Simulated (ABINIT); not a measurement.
Runs of ABINIT 10.8.3 (patched build) on Si2Mo. Symmetry: I4/mmm, No. 139, tetragonal system. The conventional cell has a = 3.200 Å, b = 3.200 Å, c = 7.861 Å, α = 90.00°, β = 90.00°, γ = 90.00°. Mo (site symmetry 4/mmm) is surrounded by 10 Si at 2.62 Å. Si (site symmetry 4mm) has 5 Si at 2.61 to 2.63 Å and 5 Mo at 2.62 Å as nearest neighbours. 

```tsv
task	level	potentials or basis	cell	k mesh	cutoff (eV)	bands in the sums	broadening (eV)	scissor shift (eV)	tensor components	gap on the mesh (eV)	pressure (GPa)	largest force (eV/Å)
single point	LDA	PseudoDojo NC SR LDA v0.4.1 standard	as given	9 × 9 × 9	952	-	-	-	-	none	-6.6	0.40
single point	PBE	PseudoDojo NC SR PBE v0.4.1 standard	as given	9 × 9 × 9	952	-	-	-	-	none	(b)	0.30
optical spectrum	LDA	PseudoDojo NC SR LDA v0.4.1 standard	as given	12 × 12 × 12	952	17	0.05	0	[11, 33]	none	-6.6	0.37
single point	PBEsol	PseudoDojo NC SR PBEsol v0.4.1 standard	as given	9 × 9 × 9	980	-	-	-	-	none	-2.9	(a)
single point	revPBE	SPMS NC PBE v1.0	cell strained at random	9 × 9 × 9	599	-	-	-	-	none	3.1	0.27
```

Alike in all rows: no spin polarisation; smearing fermi-dirac 0.05 eV.

**Question.** Estimate the missing entries.

**Answer.** (a) 0.35; (b) 2.0.

Caveats: the intraband (Drude) term is left out (some runs); spectra need much finer meshes, so this one isn't converged (some runs); independent-particle spectra lack excitons (some runs); the potentials were made for another functional, which shifts forces and pressure (some runs).

A k mesh can miss the band edges, and the runs leave out spin-orbit coupling on Mo.

A gap of «none» marks a metal or a gap under the smearing width.
